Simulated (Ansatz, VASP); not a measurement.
## Zn: VASP beside Ansatz

Contents of INCAR:

```
ALGO = Normal
EDIFF = 1E-6
ENCUT = 520
ISIF = 2
ISMEAR = 0
LASPH = T
LCHARG = F
LREAL = F
LWAVE = F
NBANDS = 19
NELM = 100
PREC = Accurate
SIGMA = 0.3
```

The input KPOINTS:

```
k-points
0
Gamma
  14 14 7
```

File POSCAR:

```
Zn
1.0
    2.5709734941      0.0000000000      0.0000000000
   -1.2854867470      2.2265283583      0.0000000000
    0.0000000000      0.0000000000      4.7361908757
Zn
2
Direct
    0.3333333333      0.6666666667      0.2500000000
    0.6666666667      0.3333333333      0.7500000000
```

Input for Ansatz:

```yaml
crystal:
  lattice:
    - [2.5709734941, 0.0, 0.0]
    - [-1.285486747, 2.2265283583, 0.0]
    - [0.0, 0.0, 4.7361908757]
  atoms:
    - { symbol: Zn, position: [0.3333333333, 0.6666666667, 0.25] }
    - { symbol: Zn, position: [0.6666666667, 0.3333333333, 0.75] }
hamiltonian:
  xc: lda
  pseudopotentials:
    kind: paw
    azcp:
      Zn: "pseudopotentials/Zn.paw.azcp"
basis:
  ecutwfc: 420
  fft_grid_basis: typed
kpoints:
  mp_grid: { grid: [14, 14, 7], shift: [0, 0, 0] }
magnetization:
  spin_polarized: false
scf:
  occupations: { method: gaussian, width: 0.3 }
  lower_state_search: "off"
output:
  stress: true
  write_density: true
  write_potential: true
  elf: true
  volumetric_format: npy
```

Alike in both runs: task single point; functional LDA; k mesh 14 × 14 × 7; occupations gaussian, width 0.3 eV; no spin polarisation.

```csv
,VASP,Ansatz
version,VASP 6.6.1,Ansatz 0.2.0
potentials or method,"VASP PAW LDA potentials, release 64 (Zn)","plane waves (420 eV) with PAW, scalar-relativistic"
plane-wave cutoff (eV),520,420
valence electrons in the cell,24,24
```

|  | VASP | Ansatz | Ansatz less VASP |
| --- | --- | --- | --- |
| pressure (GPa) | 0.8 | 0.1 | -0.72 |
| largest component of the traceless stress (GPa) | 1.20 | 0.97 | -0.229 |

Ansatz warned: «pseudo_functional_mismatch».
